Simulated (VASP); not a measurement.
# A vacancy on the Si site in a supercell of CoSi2, part 3 of 5

Aim: the formation energy and local structure of a vacancy on the Si site in CoSi2. The start is a cell from a database of measured crystal structures.

VASP 6.6.1, plane waves and PAW; the level of theory is named at each step.

So far. Step 2 (Relaxing the host crystal): The run ended after 3 ionic steps, 0.046 eV below its first step, once forces and stress met EDIFFG = -0.02. Step 3 (The perfect supercell): The host is treated as a metal, as its relaxation found a gap under 0.3 eV or none, and only the neutral defect is run.

The database entry behind the starting cell differs from later determinations by our own check (0.1 to 0.3 % short, probably kX units), so it need not match the best structure at ambient conditions.

## 4. Reference Si

This step: PBEsol; plane waves and PAW (Si) (VASP 6.6.1).

System of this step: Si. It takes space group Fd-3m (No. 227, cubic). The conventional cell has a = 5.430 Å, b = 5.430 Å, c = 5.430 Å, α = 90.00°, β = 90.00°, γ = 90.00°. Nearest to Si lie 4 Si at 2.35 Å.

The reference for Si is its crystal, relaxed at the cutoff of the large cell.

File INCAR:

```
SYSTEM = Si
PREC = Normal
ENCUT = 300
EDIFF = 1E-05
NELM = 120
ISMEAR = 0
SIGMA = 0.1
LREAL = Auto
ALGO = Fast
GGA = PS
NBANDS = 10
LORBIT = 11
LWAVE = .FALSE.
LCHARG = .FALSE.
KPAR = 4
LASPH = .TRUE.
IBRION = 2
NSW = 25
ISIF = 3
EDIFFG = -0.02
POTIM = 0.4
```

File POSCAR:

```
Si
1.0
    0.0000000000      2.7150000000      2.7150000000
    2.7150000000      0.0000000000      2.7150000000
    2.7150000000      2.7150000000      0.0000000000
Si
2
Direct
    0.0000000000      0.0000000000      0.0000000000
    0.2500000000      0.2500000000      0.2500000000
```

File KPOINTS:

```
Automatic mesh
0
Gamma
9 9 9
0 0 0
```

PAW data sets: Si (PBE family, release 64).

Launch:

```sh
$ mpirun -np 4 vasp_std
```

Log:

```text
[banner, memory and clock lines left out]
running    4 mpi-ranks, on    1 nodes
 distrk:  each k-point on    1 cores,    4 groups
 distr:  one band on    1 cores,    1 groups

 POSCAR found type information on POSCAR Si
 POSCAR found :  1 types and       2 ions
|                                                                             |
|               ----> ADVICE to this user running VASP <----                  |
|                                                                             |
|     You have a (more or less) 'small supercell' and for smaller cells       |
|     it is recommended to use the reciprocal-space projection scheme!        |
|     The real-space optimization is not efficient for small cells and it     |
|     is also less accurate ...                                               |
|     Therefore, set LREAL=.FALSE. in the INCAR file.                         |
|                                                                             |

 [... a notice as in an earlier step ...]

 LDA part: xc-table for (Slater+PW92), standard interpolation
 POSCAR, INCAR and KPOINTS ok, starting setup
 FFT: planning ... GRIDC
 FFT: planning ... GRID_SOFT
 FFT: planning ... GRID
 WAVECAR not read
 entering main loop
       N       E                     dE             d eps       ncg     rms          rms(c)
DAV:   1     0.534401980707E+00    0.53440E+00   -0.24565E+03   700   0.402E+02
DAV:   2    -0.114087576511E+02   -0.11943E+02   -0.11438E+02  1014   0.685E+01
DAV:   3    -0.117110074454E+02   -0.30225E+00   -0.30149E+00   882   0.951E+00
DAV:   4    -0.117129392584E+02   -0.19318E-02   -0.19316E-02   880   0.913E-01
DAV:   5    -0.117129508697E+02   -0.11611E-04   -0.11611E-04   868   0.619E-02    0.506E+00
RMM:   6    -0.115588398628E+02    0.15411E+00   -0.47898E-02   700   0.111E+00    0.304E+00
RMM:   7    -0.114885838076E+02    0.70256E-01   -0.98512E-02   704   0.169E+00    0.202E-01
RMM:   8    -0.114893187723E+02   -0.73496E-03   -0.56427E-03   700   0.513E-01    0.825E-02
RMM:   9    -0.114894276220E+02   -0.10885E-03   -0.91848E-04   700   0.202E-01    0.844E-02
RMM:  10    -0.114894608995E+02   -0.33277E-04   -0.18375E-04   700   0.970E-02    0.174E-02
RMM:  11    -0.114894630764E+02   -0.21769E-05   -0.42016E-05   627   0.469E-02
   1 F= -.11489463E+02 E0= -.11489462E+02  d E =-.114895E+02
 curvature:   0.00 expect dE= 0.000E+00 dE for cont linesearch  0.000E+00
 trial: gam= 0.00000 g(F)=  0.161E-43 g(S)=  0.540E-04 ort = 0.000E+00 (trialstep = 0.100E+01)
 search vector abs. value=  0.540E-04
 reached required accuracy - stopping structural energy minimisation
```

The job ended after 1.2 s (4 MPI ranks of Intel Xeon 6975P-C (Granite Rapids), shared host; peak memory 0.39 GiB).

Parts of OUTCAR (step 4):

```text
  LATTYP: Found a face centered cubic cell.
 ALAT       =     5.4300000000

 Subroutine GETGRP returns: Found 48 space group operations
 (whereof 24 operations were pure point group operations)

The static configuration has the point symmetry T_d .
 The point group associated with its full space group is O_h .

 Found     35 irreducible k-points:

   k-points           NKPTS =     35   k-points in BZ     NKDIM =     35   number of bands    NBANDS=     10

   dimension x,y,z NGX =    16 NGY =   16 NGZ =   16
   dimension x,y,z NGXF=    32 NGYF=   32 NGZF=   32

   ENCUT  =  300.0 eV  22.05 Ry    4.70 a.u.   5.42  5.42  5.42*2*pi/ulx,y,z

   NELECT =       8.0000    total number of electrons

 E-fermi :   6.0239

 k-point     1 :       0.0000    0.0000    0.0000
  band No.  band energies     occupation
      1      -6.1988      2.00000
      2       5.7981      1.99860
      3       5.7981      1.99859
      4       5.7981      1.99859
      5       8.3173      0.00000
      6       8.3173      0.00000
      7       8.3173      0.00000
      8       9.1245      0.00000
      9      13.5132      0.00000
    ...

 k-point     2 :       0.1111    0.0000    0.0000
  band No.  band energies     occupation
      1      -6.0367      2.00000
      2       4.4387      2.00000
      3       5.5554      2.00000
      4       5.5554      2.00000
      5       8.2893      0.00000
      6       8.6694      0.00000
      7       8.6694      0.00000
      8      10.2328      0.00000
      9      13.0676      0.00000
    ...

  Total        0.0305496      0.0305496      0.0305496     -0.0000000     -0.0000000     -0.0000000
  in kB        1.2228605      1.2228605      1.2228605     -0.0000000     -0.0000000     -0.0000000
  external PRESSURE =       1.2228605 kB  Pullay stress =       0.0000000 kB

  energy-cutoff  :      300.00
  volume of cell :       40.03
      direct lattice vectors                 reciprocal lattice vectors
     0.000000000  2.715000000  2.715000000    -0.184162063  0.184162063  0.184162063
     2.715000000  0.000000000  2.715000000     0.184162063 -0.184162063  0.184162063
     2.715000000  2.715000000  0.000000000     0.184162063  0.184162063 -0.184162063

 POSITION                                       TOTAL-FORCE (eV/Angst)
 -----------------------------------------------------------------------------------
      0.00000      0.00000      0.00000        -0.000000     -0.000000     -0.000000
      1.35750      1.35750      1.35750         0.000000      0.000000      0.000000
 -----------------------------------------------------------------------------------
    total drift:                                0.000000      0.000000      0.000000

  FREE ENERGIE OF THE ION-ELECTRON SYSTEM (eV)
  ---------------------------------------------------
  free  energy   TOTEN  =       -11.4894630764 eV

  energy  without entropy=      -11.4894601698  energy(sigma->0) =      -11.48946162

 total charge
# of ion       s       p       d       tot
------------------------------------------
    1        0.753   0.942   0.000   1.695
    2        0.753   0.942   0.000   1.695
--------------------------------------------------
tot          1.506   1.884   0.000   3.390

[... 1 part as in an earlier step ...]

[... 7 further parts left out ...]
```

CONTCAR:

```
Si
   1.00000000000000
     0.0000000000000000    2.7149999999999999    2.7149999999999999
     2.7149999999999999    0.0000000000000000    2.7149999999999999
     2.7149999999999999    2.7149999999999999    0.0000000000000000
  Si
     2
Direct
     0.0000000000000000    0.0000000000000000    0.0000000000000000
     0.2500000000000000    0.2500000000000000    0.2500000000000000
```

The gap is read on the k-mesh alone, so it is an upper bound where the band edges lie off the mesh.

Little changed from the start: no atom moved by 0.005 Å and no cell edge by 0.1 %.

This step gave:

| Property | Result |
| --- | --- |
| electronic cycles | 11 |
| electrons | 8 |
| free energy (TOTEN) | -11.49 eV |
| Fermi energy | 6.024 eV |
| labelled metallic, from the levels on this mesh | no |
| gap on the k-mesh | 0.4654 eV |
| least direct gap on the k-mesh | 2.519 eV |

The start already met the threshold, so nothing moved.

Energy at zero smearing: -11.48946 eV.

## 5. Reference Co

This step: PBEsol, spin-polarised from a ferromagnetic start; plane waves and PAW (Co) (VASP 6.6.1).

System of this step: Co. It takes space group P6_3/mmc (No. 194, hexagonal). The conventional cell has a = 2.510 Å, b = 2.510 Å, c = 4.071 Å, α = 90.00°, β = 90.00°, γ = 120.00°. Nearest to Co lie 12 Co at 2.50 to 2.51 Å.

Co is not exchanged here; its energy serves the host's formation enthalpy.

File INCAR:

```
SYSTEM = Co
PREC = Normal
ENCUT = 300
EDIFF = 1E-05
NELM = 120
ISMEAR = 1
SIGMA = 0.1
LREAL = Auto
ALGO = Fast
GGA = PS
NBANDS = 18
ISPIN = 2
MAGMOM = 1.7 1.7
LASPH = .TRUE.
LMAXMIX = 4
LORBIT = 11
LWAVE = .FALSE.
LCHARG = .FALSE.
KPAR = 4
IBRION = 2
NSW = 25
ISIF = 3
EDIFFG = -0.02
POTIM = 0.4
```

File POSCAR:

```
Co
1.0
    2.5100000000      0.0000000000      0.0000000000
   -1.2550000000      2.1737237635      0.0000000000
    0.0000000000      0.0000000000      4.0712200000
Co
2
Direct
    0.0000000000      0.0000000000      0.0000000000
    0.3333333333      0.6666666667      0.5000000000
```

File KPOINTS:

```
Automatic mesh
0
Gamma
12 12 7
0 0 0
```

Potentials, in the order of the species: Co (PBE family, release 64).

Launch:

```sh
$ mpirun -np 4 vasp_std
```

Log:

```text
[banner, memory and clock lines left out]
running    4 mpi-ranks, on    1 nodes
 distrk:  each k-point on    1 cores,    4 groups
 distr:  one band on    1 cores,    1 groups

 POSCAR found type information on POSCAR Co
 POSCAR found :  1 types and       2 ions
 [... a notice as in an earlier step ...]

 [... a notice as in an earlier step ...]

 LDA part: xc-table for (Slater+PW92), standard interpolation
 POSCAR, INCAR and KPOINTS ok, starting setup
 FFT: planning ... GRIDC
 FFT: planning ... GRID_SOFT
 FFT: planning ... GRID
 WAVECAR not read
 entering main loop
       N       E                     dE             d eps       ncg     rms          rms(c)
DAV:   1     0.567715590812E+02    0.56772E+02   -0.53313E+03  5928   0.820E+02
DAV:   2    -0.158140764863E+02   -0.72586E+02   -0.65745E+02  5504   0.182E+02
DAV:   3    -0.179266733803E+02   -0.21126E+01   -0.20617E+01  6204   0.393E+01
DAV:   4    -0.179595657172E+02   -0.32892E-01   -0.32877E-01  6966   0.415E+00
DAV:   5    -0.179603134029E+02   -0.74769E-03   -0.74766E-03  6190   0.558E-01    0.152E+01
RMM:   6    -0.159602251324E+02    0.20001E+01   -0.10794E+01  5472   0.368E+01    0.807E+00
RMM:   7    -0.154556048159E+02    0.50462E+00   -0.13890E+00  5472   0.143E+01    0.405E+00
RMM:   8    -0.154282917146E+02    0.27313E-01   -0.29787E-02  5534   0.116E+00    0.173E+00
RMM:   9    -0.154142663683E+02    0.14025E-01   -0.86678E-03  5797   0.510E-01    0.567E-01
RMM:  10    -0.154142109277E+02    0.55441E-04   -0.12087E-03  5720   0.293E-01    0.342E-01
RMM:  11    -0.154140967544E+02    0.11417E-03   -0.50233E-04  5510   0.199E-01    0.460E-02
RMM:  12    -0.154140896135E+02    0.71409E-05   -0.19483E-04  5773   0.844E-02    0.320E-02
RMM:  13    -0.154140860989E+02    0.35145E-05   -0.26268E-05  4217   0.450E-02
   1 F= -.15414086E+02 E0= -.15413916E+02  d E =-.154141E+02  mag=     3.2797
 curvature:   0.00 expect dE= 0.000E+00 dE for cont linesearch  0.000E+00
 trial: gam= 0.00000 g(F)=  0.541E-46 g(S)=  0.286E+00 ort = 0.000E+00 (trialstep = 0.100E+01)
 search vector abs. value=  0.286E+00
 bond charge predicted
       N       E                     dE             d eps       ncg     rms          rms(c)
DAV:   1    -0.190345137255E+02   -0.36204E+01   -0.31074E+01  5750   0.917E+01    0.165E+01
RMM:   2    -0.159077958100E+02    0.31267E+01   -0.81388E+00  5472   0.344E+01    0.906E+00
RMM:   3    -0.155496536525E+02    0.35814E+00   -0.89977E-01  5477   0.115E+01    0.445E+00
RMM:   4    -0.154846900835E+02    0.64964E-01   -0.38964E-02  5650   0.150E+00    0.147E+00
RMM:   5    -0.154428417928E+02    0.41848E-01   -0.11084E-02  5762   0.836E-01    0.365E-01
RMM:   6    -0.154422534563E+02    0.58834E-03   -0.29454E-03  5589   0.603E-01    0.141E-01
RMM:   7    -0.154424342540E+02   -0.18080E-03   -0.12624E-03  6205   0.182E-01    0.772E-02
RMM:   8    -0.154424408050E+02   -0.65509E-05   -0.10098E-04  5304   0.614E-02    0.267E-02
RMM:   9    -0.154424403249E+02    0.48011E-06   -0.15826E-05  4050   0.254E-02
   2 F= -.15442440E+02 E0= -.15442904E+02  d E =-.283542E-01  mag=     2.9750
[...]
3 F= -.15492831E+02 E0= -.15492607E+02  d E =-.787449E-01  mag=     3.1021
[...]
4 F= -.15492747E+02 E0= -.15492530E+02  d E =-.786610E-01  mag=     3.1095
[...]
5 F= -.15492844E+02 E0= -.15492611E+02  d E =-.965084E-04  mag=     3.1093
[...]
6 F= -.15492845E+02 E0= -.15492602E+02  d E =-.981696E-04  mag=     3.1094
 curvature:  -0.75 expect dE=-0.245E-03 dE for cont linesearch -0.344E-05
 trial: gam= 0.13717 g(F)=  0.217E-47 g(S)=  0.328E-03 ort =-0.265E-04 (trialstep = 0.498E+00)
 search vector abs. value=  0.323E-03
 bond charge predicted
       N       E                     dE             d eps       ncg     rms          rms(c)
DAV:   1    -0.154939164823E+02   -0.10699E-02   -0.86022E-03  5788   0.162E+00    0.253E-01
RMM:   2    -0.154931029134E+02    0.81357E-03   -0.23873E-03  5472   0.574E-01    0.152E-01
RMM:   3    -0.154929653206E+02    0.13759E-03   -0.26253E-04  5425   0.191E-01    0.721E-02
RMM:   4    -0.154929508580E+02    0.14463E-04   -0.10479E-05  3454   0.254E-02    0.244E-02
RMM:   5    -0.154929427723E+02    0.80857E-05   -0.28673E-06  3202   0.127E-02
   7 F= -.15492943E+02 E0= -.15492694E+02  d E =-.975119E-04  mag=     3.1001
 trial-energy change:   -0.000098  1 .order   -0.000068   -0.000162    0.000026
 step:   0.4285(harm=  0.4285)  dis= 0.00000  next Energy=   -15.492915 (dE=-0.694E-04)
 reached required accuracy - stopping structural energy minimisation
```

Wall time 14 s (4 MPI ranks); peak memory 0.48 GiB; 55 s of CPU time.

OUTCAR, selected parts (step 5):

```text
   k-points           NKPTS =     76   k-points in BZ     NKDIM =     76   number of bands    NBANDS=     18

   ENCUT  =  300.0 eV  22.05 Ry    4.70 a.u.   3.54  3.54  5.75*2*pi/ulx,y,z

   NELECT =      18.0000    total number of electrons

 E-fermi :  10.7901

 spin component 1
 k-point     1 :       0.0000    0.0000    0.0000
  band No.  band energies     occupation
    ...
      8       8.8874      1.00000
      9       8.8874      1.00000
     10      10.0998      1.00000
     11      10.0998      1.00000
     12      10.6732      1.03495
     13      17.6481      0.00000
     14      33.0942      0.00000
     15      36.1324      0.00000
     16      36.1324      0.00000
     17      36.3836      0.00000
    ...

 k-point     2 :       0.0833   -0.0000    0.0000
  band No.  band energies     occupation
    ...
      7       8.6243      1.00000
      8       8.7179      1.00000
      9       8.8097      1.00000
     10       9.2219      1.00000
     11      10.1335      1.00000
     12      11.8862     -0.00000
     13      17.6863      0.00000
     14      31.4092      0.00000
     15      33.8042      0.00000
     16      33.9245      0.00000
    ...

  Total        0.0016608      0.0016608      0.0348612      0.0000000      0.0000000      0.0000000
  in kB        0.1289147      0.1289147      2.7059663      0.0000000      0.0000000      0.0000000
  external PRESSURE =       0.9879319 kB  Pullay stress =       0.0000000 kB

 POSITION                                       TOTAL-FORCE (eV/Angst)
 -----------------------------------------------------------------------------------
     -1.22734      2.12582      0.00000         0.000000     -0.000000      0.000000
     -0.00000      1.41721      1.97779        -0.000000      0.000000     -0.000000
 -----------------------------------------------------------------------------------
    total drift:                               -0.000000      0.000000     -0.000000

  FREE ENERGIE OF THE ION-ELECTRON SYSTEM (eV)
  ---------------------------------------------------
  free  energy   TOTEN  =       -15.4929427723 eV

  energy  without entropy=      -15.4921951630  energy(sigma->0) =      -15.49269357

 magnetization (x)
# of ion       s       p       d       tot
------------------------------------------
    1       -0.015  -0.051   1.623   1.556
    2       -0.015  -0.051   1.623   1.556
--------------------------------------------------
tot         -0.030  -0.102   3.245   3.113

[... 1 part as in an earlier step ...]

[... 20 further parts left out ...]
```

CONTCAR:

```
Co
   1.00000000000000
     2.4546804571388350    0.0000000000000000    0.0000000000000000
    -1.2273402285694175    2.1258156340564192    0.0000000000000000
    -0.0000000000000000   -0.0000000000000000    3.9555758695563941
  Co
     2
Direct
     0.0000000000000000    1.0000000000000000    0.0000000000000000
     0.3333333332999970    0.6666666667000030    0.5000000000000000
```

The magnetic state follows from one typed start and may not be the lowest. The run keeps the 24 symmetry operations of its start, so it cannot find a distortion of lower symmetry.

Relaxation path:

```
step  energy less that of the first step (eV)  largest force (eV/Å)  pressure (GPa)  volume (Å³)
   1                                   0.0000                0.0000          -16.00        22.21
   2                                  -0.0284                0.0000           15.41        19.48
   3                                  -0.0787                0.0000            0.03        20.66
   4                                  -0.0787                0.0000           -0.53        20.69
   5                                  -0.0788                0.0000           -0.56        20.69
   6                                  -0.0788                0.0000           -0.58        20.69
   7                                  -0.0789                0.0000            0.10        20.64
```

```
conventional cell, symmetrised  before  after  change
                         a (Å)   2.510  2.455  -2.2 %
                         b (Å)   2.510  2.455  -2.2 %
                         c (Å)   4.071  3.956  -2.8 %
              volume (Å³/atom)   11.11  10.32  -7.1 %
```

The relaxed structure:

```xyz
2
Lattice="2.4547 0.0000 0.0000 -1.2273 2.1258 0.0000 0.0000 0.0000 3.9556" Properties=species:S:1:pos:R:3 pbc="T T T"
Co    0.0000    0.0000    0.0000
Co    0.0000    1.4172    1.9778
```

This step gave:

```
electronic cycles                                 : 47
electrons                                         : 18
free energy (TOTEN)                               : -15.49 eV
energy at zero smearing                           : -15.49 eV
Fermi energy                                      : 10.79 eV
moment of the cell, from the last line of the log : 3.100 μB
labelled metallic, from the levels on this mesh   : yes
```

Spin moment in the PAW sphere by atom:

```
atom  spin moment in the PAW sphere (μB)
 Co1                                1.56
 Co2                                1.56
```

The run ended after 7 ionic steps, 0.079 eV below its first step, once forces and stress met EDIFFG = -0.02.

Energy at zero smearing: -15.49269 eV.

(Part 3 of 5 ends here.)

[Lines on the potential files, build, host, timing and source positions are cut from VASP's logs without a mark.]

[Logs are printed without paths, hosts, clocks, repeated set-up lines and the standing remarks that a program may print on its own settings, such as how far it seeks lower states.]

[Hosts, paths, dates, database ids (printed as entryN), source tags and the programs' standing remarks are cut or masked in the printed files.]

[In band tables of VASP the shares of atoms and orbitals are scaled to a sum of 1 inside the atoms' spheres.]

[Runs that stopped without an error message from VASP are left out.]
